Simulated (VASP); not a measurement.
# Tc (P6_3/mmc) in VASP: further runs, part 2 of 2

VASP 6.6.1. The steps go on from the part before.

## 6. Single point, PBE

Input file INCAR:

```
SYSTEM = Tc
PREC     = Accurate       ! precision mode
ENCUT    = 450            ! plane-wave cutoff, eV
EDIFF    = 1E-6           ! SCF threshold, eV
ISMEAR   = 0              ! smearing method
SIGMA    = 0.1            ! smearing width, eV
LREAL    = .False.        ! projectors in reciprocal space
LASPH    = .True.         ! aspherical terms in the spheres
NELM     = 100            ! most SCF steps
ALGO     = Normal         ! electronic algorithm
ISIF     = 2              ! what is computed and relaxed
LWAVE    = .False.        ! write WAVECAR
LCHARG   = .False.        ! write CHGCAR
GGA      = PE             ! functional
ADDGRID  = .False.
```

Input file KPOINTS:

```
regular mesh
0
Gamma
  7 7 4
  0 0 0
```

Input file POSCAR:

```
Tc
1.0
    2.7400000000      0.0000000000      0.0000000000
   -1.3700000000      2.3729096064      0.0000000000
    0.0000000000      0.0000000000      4.3980000000
Tc
2
Direct
    0.6666666667      0.3333333333      0.7500000000
    0.3333333333      0.6666666667      0.2500000000
```

Potentials or basis: VASP PAW PBE potentials, release 64 (Tc_pv).

Launch:

```bash
$ cat potpaw_PBE.64/Tc_pv/POTCAR > POTCAR
$ mpirun -np 1 vasp_std > vasp.out
```

OUTCAR:

```text
SYSTEM = Tc
   PREC = Accurate
   ENCUT = 450
   EDIFF = 1E-6
   ISMEAR = 0
   LREAL = .False.
   LASPH = .True.
   NELM = 100
   ISIF = 2
   GGA = PE

 Found     24 irreducible k-points:

 Following reciprocal coordinates:
            Coordinates               Weight
  0.000000  0.000000  0.000000      1.000000
  0.142857  0.000000  0.000000      6.000000
  0.285714 -0.000000  0.000000      6.000000
  0.428571  0.000000  0.000000      6.000000
  0.142857  0.142857  0.000000      6.000000
  0.285714  0.142857  0.000000     12.000000
   k-points           NKPTS =     24   k-points in BZ     NKDIM =     24   number of bands    NBANDS=     17
   number of dos      NEDOS =    301   number of ions     NIONS =      2
   total plane-waves  NPLWV =  12000
   dimension x,y,z NGX =    20 NGY =   20 NGZ =   30
   dimension x,y,z NGXF=    40 NGYF=   40 NGZF=   60
   ions per type =               2
   NGX,Y,Z   is equivalent  to a cutoff of  12.13, 12.13, 11.34 a.u.
   NGXF,Y,Z  is equivalent  to a cutoff of  24.27, 24.27, 22.68 a.u.
 SYSTEM =  Tc
   PREC   = accura    normal or accurate (medium, high low for compatibility)
   ISTART =      0    job   : 0-new  1-cont  2-samecut
   ICHARG =      2    charge: 1-file 2-atom 10-const
   ISPIN  =      1    spin polarized calculation?
   LNONCOLLINEAR =      F non collinear calculations
   LSORBIT =      F    spin-orbit coupling
   LASPH  =      T    aspherical Exc in radial PAW
   ENCUT  =  450.0 eV  33.07 Ry    5.75 a.u.   4.74  4.74  7.61*2*pi/ulx,y,z
   NELM   =    100;   NELMIN=  2; NELMDL= -5     # of ELM steps
   EDIFF  = 0.1E-05   stopping-criterion for ELM
   LREAL  =      F    real-space projection
   EDIFFG = 0.1E-04   stopping-criterion for IOM
   NSW    =      0    number of steps for IOM
   IBRION =     -1    ionic relax: 0-MD 1-quasi-New 2-CG
   NFREE  =      0    steps in history (QN), initial steepest desc. (CG)
   ISIF   =      2    stress and relaxation
   ISYM   =      2    0-nonsym 1-usesym 2-fastsym
   POTIM  = 0.5000    time-step for ionic-motion
   TEBEG  =    0.0;   TEEND  =   0.0 temperature during run
   PSTRESS=    0.0 pullay stress
   NELECT =      26.0000    total number of electrons
   NUPDOWN=      -1.0000    fix difference up-down
   EMIN   =  10.00;   EMAX   =-10.00  energy-range for DOS
   EFERMI =   0.00;   METHOD = LEGACY
   ISMEAR =     0;   SIGMA  =   0.10  broadening in eV -4-tet -1-fermi 0-gaus
   EFERMI_NEDOS =   21; number of points for ismear=-14 and -15
   IALGO  =     38    algorithm
   IMIX   =      4    mixing-type and parameters
     AMIX     =   0.40;   BMIX     =  1.00
     AMIX_MAG =   1.60;   BMIX_MAG =  1.00
  volume/ion in A,a.u.               =      14.30        96.48
  Fermi-wavevector in a.u.,A,eV,Ry     =   1.586002  2.997108 34.224109  2.515401
  Thomas-Fermi vector in A             =   2.685380
   LORBIT       =      0    0 simple, 1 ext, 2 COOP (PROOUT), +10 PAW based schemes
   GGA     = PE    functional components
   LHFCALC =     F    Hartree Fock is set to
   AEXX    =    0.0000 exact exchange contribution
   IVDW    =     0    specifies the selected vdW correction
   LEPSILON=     F    determine dielectric tensor
   LRPA    =     F    only Hartree local field effects (RPA)
 non-spin polarized calculation
 Gauss-broadening in eV      SIGMA  =   0.10
  energy-cutoff  :      450.00
  volume of cell :       28.59
 maximum number of plane-waves:       640
 NGX is ok and might be reduce to    20
   NGX =  9   NGY =  9   NGZ = 15

 number of electron      25.9999997 magnetization

 Free energy of the ion-electron system (eV)
  ---------------------------------------------------
  ext. energy  EPLUGINS =         0.00000000
  ---------------------------------------------------
  free energy    TOTEN  =       -20.70410398 eV

  energy without entropy =      -20.68614415  energy(sigma->0) =      -20.69512406

 E-fermi :  12.5888     XC(G=0): -13.8017

 val. band max:       12.5709659352   @ k =   0.2857   0.1429   0.5000
 cond. band min:      12.6159275942   @ k =   0.4286   0.1429   0.2500
 fundamental gap:      0.0449616590
 Fermi energy:        12.5888337736

 k-point     1 :       0.0000    0.0000    0.0000
  band No.  band energies     occupation
      1     -26.7883      2.00000
      2     -25.6670      2.00000
      3     -25.6670      2.00000
      4     -25.4818      2.00000
      5     -25.4818      2.00000
      6     -25.4576      2.00000
[... 9 lines left out ...]
     16      14.3269      0.00000
     17      15.1980      0.00000

 k-point     2 :       0.1429    0.0000    0.0000
  band No.  band energies     occupation
      1     -26.7074      2.00000
      2     -25.8470      2.00000
      3     -25.7246      2.00000
      4     -25.6656      2.00000
      5     -25.5074      2.00000
      6     -25.4927      2.00000
[... 9 lines left out ...]
     16      12.6667      0.27075
     17      15.4666      0.00000
[... 61 lines left out ...]
 k-point     6 :       0.2857    0.1429    0.0000
  band No.  band energies     occupation
      1     -26.4049      2.00000
      2     -26.3276      2.00000
      3     -26.2596      2.00000
      4     -25.9517      2.00000
      5     -25.7087      2.00000
      6     -25.7035      2.00000
[... 9 lines left out ...]
     16      15.6747      0.00000
     17      16.3948      0.00000

 [... further k-points ...]
[... 5 lines left out ...]
  --------------------------------------------------------------------------------------
  -------------------------------------------------------------------------------------
  Total        0.1728604      0.1728604      0.5542985      0.0000000     -0.0000000      0.0000000
  in kB        9.6854332      9.6854332     31.0575555      0.0000000     -0.0000000      0.0000000
  external PRESSURE =      16.8094740 kB  Pullay stress =       0.0000000 kB

 VOLUME and BASIS-vectors are now :
 -----------------------------------------------------------------------------
  energy-cutoff  :      450.00
  volume of cell :       28.59
      direct lattice vectors                 reciprocal lattice vectors
     2.740000000  0.000000000  0.000000000     0.364963504  0.210711777  0.000000000
    -1.370000000  2.372909606  0.000000000     0.000000000  0.421423554  0.000000000
     0.000000000  0.000000000  4.398000000     0.000000000  0.000000000  0.227376080

 POSITION                                       TOTAL-FORCE (eV/Angst)
 -----------------------------------------------------------------------------------
      1.37000      0.79097      3.29850         0.000000     -0.000000      0.000000
     -0.00000      1.58194      1.09950        -0.000000      0.000000      0.000000
 -----------------------------------------------------------------------------------
    total drift:                               -0.000000      0.000000     -0.000000

  FREE ENERGIE OF THE ION-ELECTRON SYSTEM (eV)
  ---------------------------------------------------
  free  energy   TOTEN  =       -20.7041039782 eV

  energy  without entropy=      -20.6861441489  energy(sigma->0) =      -20.69512406
```

OSZICAR:

```text
N       E                     dE             d eps       ncg     rms          rms(c)
DAV:   1     0.296371080419E+03    0.29637E+03   -0.15752E+04   816   0.144E+03
DAV:   2    -0.144248844194E+02   -0.31080E+03   -0.30835E+03   902   0.442E+02
DAV:   3    -0.220857278893E+02   -0.76608E+01   -0.74815E+01   950   0.800E+01
DAV:   4    -0.221561363160E+02   -0.70408E-01   -0.69859E-01   901   0.768E+00
DAV:   5    -0.221568384064E+02   -0.70209E-03   -0.70203E-03   941   0.684E-01    0.236E+01
DAV:   6    -0.208636648508E+02    0.12932E+01   -0.30910E+00   865   0.176E+01    0.734E+00
DAV:   7    -0.207133197615E+02    0.15035E+00   -0.58020E-01   924   0.692E+00    0.874E-01
DAV:   8    -0.207042064535E+02    0.91133E-02   -0.10680E-02   832   0.114E+00    0.308E-01
DAV:   9    -0.207041086595E+02    0.97794E-04   -0.53789E-04   936   0.210E-01    0.208E-02
DAV:  10    -0.207041047934E+02    0.38662E-05   -0.13929E-05   848   0.327E-02    0.715E-03
DAV:  11    -0.207041039782E+02    0.81516E-06   -0.38319E-07   421   0.701E-03
   1 F= -.20704104E+02 E0= -.20695124E+02  d E =-.179598E-01
```

It took 12 s on 1 thread of AMD EPYC 7R43 (Zen 3), shared host; peak memory 0.09 GiB.

These settings aren't checked as converged: the numbers below hold their error.

What came out:

```
Free energy            : -20.7041 eV
Pressure               : 1.7 GPa
Band gap on the k mesh : none (metal or under the smearing width)
```

Caveat: the k mesh is coarse (spacing up to 0.38 Å⁻¹), so the values aren't converged.
